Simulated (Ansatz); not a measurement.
**TePb with hamiltonian.hubbard, scf.max_iter changed**

Level of theory: PBE, no spin polarisation, scalar-relativistic; Ansatz, plane waves to 420 eV (PAW set soft_2), k-mesh 2×2×2 shifted by half a step. These are the settings of the reference run.

Cell:

```
cell
1.0
    -6.5696    6.5696   -6.5696
    -6.5696   -6.5696    6.5696
     6.5696    6.5696    6.5696
Te Pb
16 16
Direct
  0.2500 0.2500 0.5000
  0.0000 0.5000 0.5000
  0.0000 0.2500 0.7500
  0.7500 0.7500 0.5000
  0.7500 0.5000 0.7500
  0.7500 0.2500 0.0000
  0.5000 0.0000 0.5000
  0.5000 0.7500 0.7500
  0.5000 0.5000 0.0000
  0.5000 0.2500 0.2500
  0.2500 0.0000 0.7500
  0.2500 0.7500 0.0000
  0.2500 0.5000 0.2500
  0.0000 0.0000 0.0000
  0.0000 0.7500 0.2500
  0.7500 0.0000 0.2500
  0.0000 0.0000 0.5000
  0.7500 0.2500 0.5000
  0.7500 0.0000 0.7500
  0.5000 0.5000 0.5000
  0.5000 0.2500 0.7500
  0.5000 0.0000 0.0000
  0.2500 0.7500 0.5000
  0.2500 0.5000 0.7500
  0.2500 0.2500 0.0000
  0.2500 0.0000 0.2500
  0.0000 0.7500 0.7500
  0.0000 0.5000 0.0000
  0.0000 0.2500 0.2500
  0.7500 0.7500 0.0000
  0.7500 0.5000 0.2500
  0.5000 0.7500 0.2500
```

The reference run of this cell is solved again as a single point with these keys changed:

| key | reference run | changed run |
| --- | --- | --- |
| hamiltonian.hubbard | not typed | {sites: [{species: Te, l: f, u_eff: 30.0}]} |
| scf.max_iter | not typed | 50 |

Question: Does this change matter?

Answer: It is refused before the calculation starts. Message: Error: inconsistent input (hamiltonian.hubbard.sites[].l, hamiltonian.hubbard.sites[].shell): the file of Te doesn't list 4f, and it can't be added: PBE doesn't bind the shell 4f of the free atom, whose level lies at +1.11 eV. Type an atom or ion with it (hamiltonian.pseudopotentials.projection_atoms), take another file or name another shell
